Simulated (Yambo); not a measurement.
# HgSe (F-43m) in Yambo: a series of runs

One crystal, HgSe, is run at these levels: PBE; tasks: optical spectrum.

Everything below comes from runs of Yambo 5.3.0. Logs are shortened: lines on timing, memory, paths and dates and some standing lists are left out, and cuts for length are marked.

### 1 Starting point

Symmetry: F-43m, No. 216, cubic system. Conventional cell: a = 6.078 Å, b = 6.078 Å, c = 6.078 Å, α = 90.00°, β = 90.00°, γ = 90.00°. Hg (site symmetry -43m) is surrounded by 4 Se at 2.63 Å. Around Se (site symmetry -43m) lie 4 Hg at 2.63 Å.

### 2 Optical spectrum, PBE

File optics1.in:

```
optics
chi
Chimod= "HARTREE"
% BndsRnXd
 1 | 38 |
%
NGsBlkXd= 1 Ry
% LongDrXd
 1 | 1 | 0 |
%
% QpntsRXd
 1 | 1 |
%
% EnRngeXd
 0 | 30 | eV
%
% DmRngeXd
 0.1 | 0.1 | eV
%
ETStpsXd= 200
```

File scf.in:

```
&CONTROL
  calculation = 'scf'
  prefix = 'pwscf'
  outdir = './tmp'
  pseudo_dir = './pseudo'
/
&SYSTEM
  ibrav = 0
  nat = 2
  ntyp = 2
  ecutwfc = 86
  nbnd = 26
  occupations = 'smearing'
  smearing = 'fd'
  degauss = 0.00367493
  force_symmorphic = .true.
/
&ELECTRONS
  conv_thr = 4d-10
  electron_maxstep = 120
  mixing_beta = 0.5
/
ATOMIC_SPECIES
Hg   200.5920 Hg.upf
Se    78.9710 Se.upf
CELL_PARAMETERS angstrom
   0.0000000000    3.0390000000    3.0390000000
   3.0390000000    0.0000000000    3.0390000000
   3.0390000000    3.0390000000    0.0000000000
ATOMIC_POSITIONS crystal
Hg     0.0000000000    0.0000000000    0.0000000000
Se     0.7500000000    0.7500000000    0.7500000000
K_POINTS automatic
12 12 12 0 0 0
```

File nscf.in:

```
&CONTROL
  calculation = 'nscf'
  prefix = 'pwscf'
  outdir = './tmp'
  pseudo_dir = './pseudo'
/
&SYSTEM
  ibrav = 0
  nat = 2
  ntyp = 2
  ecutwfc = 86
  nbnd = 38
  occupations = 'smearing'
  smearing = 'fd'
  degauss = 0.00367493
  force_symmorphic = .true.
/
&ELECTRONS
  conv_thr = 1d-08
  diago_full_acc = .true.
  diago_thr_init = 1d-06
/
ATOMIC_SPECIES
Hg   200.5920 Hg.upf
Se    78.9710 Se.upf
CELL_PARAMETERS angstrom
   0.0000000000    3.0390000000    3.0390000000
   3.0390000000    0.0000000000    3.0390000000
   3.0390000000    3.0390000000    0.0000000000
ATOMIC_POSITIONS crystal
Hg     0.0000000000    0.0000000000    0.0000000000
Se     0.7500000000    0.7500000000    0.7500000000
K_POINTS automatic
12 12 12 0 0 0
```

Potentials or basis: PseudoDojo 0.4.1 SR PBE standard.

Run with:

```sh
OMP_NUM_THREADS=1 pw.x -in scf.in > scf.out
OMP_NUM_THREADS=1 pw.x -in nscf.in > nscf.out
cd tmp/pwscf.save; p2y; mv SAVE ../..; cd ../..
OMP_NUM_THREADS=1 yambo
OMP_NUM_THREADS=1 yambo -F optics1.in -J optics1 -C optics1_out
```

Yambo's report:

```text
[... sections 02.01 to 02.04 as in the set-up run ...]

  [02.05] Energies & Occupations
  ==============================

  [X] === General ===
  [X] Electronic Temperature                        :  0.258606E-1   300.100    [eV K]
  [X] Bosonic    Temperature                        :  0.258606E-1   300.100    [eV K]
  [X] Finite Temperature mode                       : yes
  [X] El. density                                   :  0.64133E+24 [cm-3]
  [X] Fermi Level                                   :  9.171382 [eV]

  [X] === Gaps and Widths ===
  [X] Conduction Band Min                           :  9.171382 [eV]
  [X] Valence Band Max                              :  9.171382 [eV]
  [X] Filled Bands                                  :  16
  [X] Metallic Bands                                :  17  19
  [X] Empty Bands                                   :   20   38

  [X] === Metallic Characters ===
  [X] N of el / N of met el                         :  36.00000   4.00802
  [X] Average metallic occ.                         :  0.334002

  [WARNING] [X] Metallic system

 [03] Transferred momenta grid and indexing
 ==========================================

 IBZ Q-points                                      :   72
 BZ  Q-points                                      :  1728

 K/Q-points units:
 rlu = crystal or reduced units; cc = cartesian coordinates; iku = interal k-units

 Q [ 1]         [rlu]:  0.000000  0.000000  0.000000
 Q [ 2]         [rlu]: -0.95795E-17 -0.95795E-17  0.83333E-01
 Q [ 3]         [rlu]: -0.20352E-16 -0.64746E-17  0.16667
 Q [ 4]         [rlu]: -0.34484E-16 -0.20606E-16  0.25000
 Q [ 5]         [rlu]: -0.40705E-16 -0.12949E-16  0.33333
 Q [ 6]         [rlu]:  0.18682E-17  0.18682E-17  0.41667
 Q [ 7]         [rlu]:  0.68968E-16  0.41212E-16 -0.50000
 Q [ 8]         [rlu]: -0.16797E-17  0.83333E-01  0.83333E-01
 Q [ 9]         [rlu]: -0.89828E-17  0.83333E-01  0.16667
 Q [10]         [rlu]: -0.20352E-16  0.83333E-01  0.25000
 Q [11]         [rlu]: -0.67284E-17  0.83333E-01  0.33333
 Q [12]         [rlu]: -0.35931E-16  0.83333E-01  0.41667
 Q [13]         [rlu]: -0.51854E-18  0.83333E-01  0.50000
 Q [14]         [rlu]: -0.47517E-17  0.83333E-01 -0.41667
 Q [15]         [rlu]: -0.66418E-17  0.83333E-01 -0.33333
[... 33 lines left out ...]
 Q [49]         [rlu]:  0.083333  0.250000  0.333333
 Q [50]         [rlu]:  0.083333  0.250000  0.416667

 Remaining 22 points informations can be written running with -fatlog

 [04] Dipoles
 ============

  [04.01] Setup: observables and procedures
  =========================================

  [WF-Oscillators/G space/Transverse up loader] Normalization (few states)  min/max  :  0.13010E-16   1.0000

  [WR./optics1//ndb.dipoles]------------------------------------------------------
   Brillouin Zone Q/K grids (IBZ/BZ)                :    72  1728    72  1728
   RL vectors                                       :   6375 [WF]
   Fragmentation                                    : yes
   Electronic Temperature                           :  300.1000 [K]
   Bosonic    Temperature                           :  300.1000 [K]
   DIP band range                                   :    1   38
   DIP band range limits                            :  19  17
   DIP e/h energy range                             : -1.000000 -1.000000 [eV]
   RL vectors in the sum                            :   6375
   [r,Vnl] included                                 : yes
   Bands ordered                                    : yes
   Direct v evaluation                              : no
   Approach used                                    : G-space v
   Dipoles computed                                 : R V P [G-space]
   Wavefunctions                                    : Perdew, Burke & Ernzerhof(X)+Perdew, Burke & Ernzerhof(C)

  [WARNING] [r,Vnl^pseudo] included in position and velocity dipoles.

  [WARNING] In case H contains other non local terms, these are neglected

 [05] Optics
 ===========

 [X-CG] R(p) Tot o/o(of R):    16395   631570      100

 [WARNING] The system is a metal but Drude term not included.
```

Run time: 3.6 min. Hardware: 1 thread of Arm Neoverse V2, shared host; peak memory 0.97 GiB.

What came out:

* Band gap on the k mesh, mean-field level: none (metal or under the smearing width)
* Peak of the energy-loss function: 14.3 eV

Dielectric function (along the field direction of the input):
| energy (eV) | real part | imaginary part |
| --- | --- | --- |
| 0.30 | 19.32 | 4.13 |
| 0.90 | 10.36 | 6.89 |
| 1.51 | 8.85 | 9.09 |
| 2.26 | 6.11 | 7.05 |
| 2.86 | 2.81 | 6.79 |
| 3.62 | 2.57 | 4.38 |
| 4.22 | 2.82 | 5.17 |
| 4.97 | 3.39 | 7.00 |
| 5.58 | 0.62 | 5.77 |
| 6.33 | 1.60 | 4.05 |
| 6.93 | 0.66 | 5.43 |
| 7.69 | 0.05 | 4.94 |
| 8.29 | -0.74 | 2.85 |
| 9.05 | -0.59 | 2.38 |
| 9.65 | -0.54 | 2.24 |
| 10.40 | -0.50 | 1.61 |
| 11.01 | -0.22 | 1.39 |
| 11.76 | -0.03 | 1.15 |
| 12.36 | 0.23 | 1.05 |
| 13.12 | 0.05 | 1.08 |
| 13.72 | 0.10 | 0.92 |
| 14.47 | 0.30 | 0.65 |
| 15.08 | 0.34 | 0.56 |
| 15.83 | 0.57 | 0.64 |
| 16.43 | 0.46 | 0.76 |
| 17.19 | 0.63 | 0.57 |
| 17.79 | 0.85 | 0.63 |
| 18.54 | 0.70 | 0.89 |
| 19.15 | 0.42 | 0.83 |
| 19.90 | 0.53 | 0.61 |

Energy-loss function:
| energy (eV) | loss |
| --- | --- |
| 0.0 | 0.000 |
| 1.4 | 0.029 |
| 2.6 | 0.086 |
| 3.9 | 0.130 |
| 5.3 | 0.140 |
| 6.5 | 0.196 |
| 7.8 | 0.199 |
| 9.2 | 0.398 |
| 10.4 | 0.564 |
| 11.8 | 0.865 |
| 13.1 | 0.920 |
| 14.3 | 1.364 |
| 15.7 | 0.936 |
| 16.9 | 0.976 |
| 18.2 | 0.653 |
| 19.6 | 0.919 |
| 20.8 | 0.833 |
| 22.2 | 0.852 |
| 23.5 | 0.893 |
| 24.7 | 0.749 |
| 26.1 | 0.741 |
| 27.4 | 0.812 |
| 28.6 | 0.717 |
| 30.0 | 0.477 |

Caveat: the intraband (Drude) term of the metal is left out; the ground state has no gap, which makes the many-body step unreliable; these spectra lack excitons. Spin-orbit coupling is left out, which matters for the levels of Hg.

### 3 Optical spectrum, PBE

File optics2.in:

```
optics
chi
tddft
Chimod= "ALDA"
% BndsRnXd
 1 | 38 |
%
NGsBlkXd= 4 Ry
% LongDrXd
 1 | 1 | 0 |
%
% QpntsRXd
 1 | 1 |
%
% EnRngeXd
 0 | 20 | eV
%
% DmRngeXd
 0.1 | 0.1 | eV
%
ETStpsXd= 300
FxcGRLc= 4 Ry
VXCRLvcs= 4 Ry
```

scf.in is that of step 2.

nscf.in is that of step 2.

Potentials or basis: PseudoDojo 0.4.1 SR PBE standard.

Run with:

```sh
OMP_NUM_THREADS=1 pw.x -in scf.in > scf.out
OMP_NUM_THREADS=1 pw.x -in nscf.in > nscf.out
cd tmp/pwscf.save; p2y; mv SAVE ../..; cd ../..
OMP_NUM_THREADS=1 yambo
OMP_NUM_THREADS=1 yambo -F optics2.in -J optics2 -C optics2_out
```

Yambo's report:

```text
[... sections 02.01 to 02.04 as in the set-up run ...]

  [02.05] Energies & Occupations
  ==============================

  [X] === General ===
  [X] Electronic Temperature                        :  0.258606E-1   300.100    [eV K]
  [X] Bosonic    Temperature                        :  0.258606E-1   300.100    [eV K]
  [X] Finite Temperature mode                       : yes
  [X] El. density                                   :  0.64133E+24 [cm-3]
  [X] Fermi Level                                   :  9.171382 [eV]

  [X] === Gaps and Widths ===
  [X] Conduction Band Min                           :  9.171382 [eV]
  [X] Valence Band Max                              :  9.171382 [eV]
  [X] Filled Bands                                  :  16
  [X] Metallic Bands                                :  17  19
  [X] Empty Bands                                   :   20   38

  [X] === Metallic Characters ===
  [X] N of el / N of met el                         :  36.00000   4.00802
  [X] Average metallic occ.                         :  0.334002

  [WARNING] [X] Metallic system

 [03] Transferred momenta grid and indexing
 ==========================================

 IBZ Q-points                                      :   72
 BZ  Q-points                                      :  1728

 K/Q-points units:
 rlu = crystal or reduced units; cc = cartesian coordinates; iku = interal k-units

 Q [ 1]         [rlu]:  0.000000  0.000000  0.000000
 Q [ 2]         [rlu]: -0.95795E-17 -0.95795E-17  0.83333E-01
 Q [ 3]         [rlu]: -0.20352E-16 -0.64746E-17  0.16667
 Q [ 4]         [rlu]: -0.34484E-16 -0.20606E-16  0.25000
 Q [ 5]         [rlu]: -0.40705E-16 -0.12949E-16  0.33333
 Q [ 6]         [rlu]:  0.18682E-17  0.18682E-17  0.41667
 Q [ 7]         [rlu]:  0.68968E-16  0.41212E-16 -0.50000
 Q [ 8]         [rlu]: -0.16797E-17  0.83333E-01  0.83333E-01
 Q [ 9]         [rlu]: -0.89828E-17  0.83333E-01  0.16667
 Q [10]         [rlu]: -0.20352E-16  0.83333E-01  0.25000
 Q [11]         [rlu]: -0.67284E-17  0.83333E-01  0.33333
 Q [12]         [rlu]: -0.35931E-16  0.83333E-01  0.41667
 Q [13]         [rlu]: -0.51854E-18  0.83333E-01  0.50000
 Q [14]         [rlu]: -0.47517E-17  0.83333E-01 -0.41667
 Q [15]         [rlu]: -0.66418E-17  0.83333E-01 -0.33333
[... 33 lines left out ...]
 Q [49]         [rlu]:  0.083333  0.250000  0.333333
 Q [50]         [rlu]:  0.083333  0.250000  0.416667

 Remaining 22 points informations can be written running with -fatlog

 [04] Dipoles
 ============

  [04.01] Setup: observables and procedures
  =========================================

  [WF-Oscillators/G space/Transverse up loader] Normalization (few states)  min/max  :  0.13010E-16   1.0000

  [WR./optics2//ndb.dipoles]------------------------------------------------------
   Brillouin Zone Q/K grids (IBZ/BZ)                :    72  1728    72  1728
   RL vectors                                       :   6375 [WF]
   Fragmentation                                    : yes
   Electronic Temperature                           :  300.1000 [K]
   Bosonic    Temperature                           :  300.1000 [K]
   DIP band range                                   :    1   38
   DIP band range limits                            :  19  17
   DIP e/h energy range                             : -1.000000 -1.000000 [eV]
   RL vectors in the sum                            :   6375
   [r,Vnl] included                                 : yes
   Bands ordered                                    : yes
   Direct v evaluation                              : no
   Approach used                                    : G-space v
   Dipoles computed                                 : R V P [G-space]
   Wavefunctions                                    : Perdew, Burke & Ernzerhof(X)+Perdew, Burke & Ernzerhof(C)

  [WARNING] [r,Vnl^pseudo] included in position and velocity dipoles.

  [WARNING] In case H contains other non local terms, these are neglected

 [05] Optics
 ===========

 [xc] Functional : Perdew, Burke & Ernzerhof(X)+Perdew, Burke & Ernzerhof(C)
 [xc] LIBXC used to calculate xc functional
  PP Number of Atomic Species                      :  2
  NLCC RL compoments                               :   40821
 [X-CG] R(p) Tot o/o(of R):    16395   631570      100

 [WARNING] The system is a metal but Drude term not included.
```

Wall time 4.4 min (1 thread of Arm Neoverse V2, shared host); peak memory 1 GiB.

What came out:

| Quantity | Value |
| --- | --- |
| Band gap on the k mesh, mean-field level | none (metal or under the smearing width) |

Dielectric function (along the field direction of the input):
| energy (eV) | real part | imaginary part |
| --- | --- | --- |
| 0.27 | 19.06 | 2.99 |
| 0.94 | 10.04 | 6.33 |
| 1.61 | 7.23 | 6.77 |
| 2.27 | 6.51 | 7.20 |
| 2.94 | 2.65 | 6.35 |
| 3.61 | 2.74 | 4.62 |
| 4.35 | 3.18 | 5.25 |
| 5.02 | 3.44 | 7.93 |
| 5.69 | -0.37 | 6.06 |
| 6.35 | 1.60 | 4.49 |
| 7.02 | -0.24 | 5.72 |
| 7.69 | -0.39 | 5.18 |
| 8.43 | -0.88 | 2.90 |
| 9.10 | -0.61 | 2.34 |
| 9.77 | -0.49 | 2.17 |
| 10.43 | -0.63 | 1.67 |
| 11.10 | -0.40 | 1.37 |
| 11.77 | -0.13 | 1.19 |
| 12.51 | 0.23 | 1.20 |
| 13.18 | -0.05 | 1.08 |
| 13.85 | -0.01 | 0.86 |
| 14.52 | 0.24 | 0.68 |
| 15.18 | 0.35 | 0.54 |
| 15.85 | 0.50 | 0.63 |
| 16.59 | 0.36 | 0.65 |
| 17.26 | 0.58 | 0.54 |
| 17.93 | 0.77 | 0.74 |
| 18.60 | 0.63 | 0.85 |
| 19.26 | 0.39 | 0.69 |
| 20.00 | 0.54 | 0.60 |

Caveat: the LDA kernel is used on GGA states, which is inconsistent by a few percent; the intraband (Drude) term of the metal is left out; the ground state has no gap, which makes the many-body step unreliable; these spectra lack excitons.
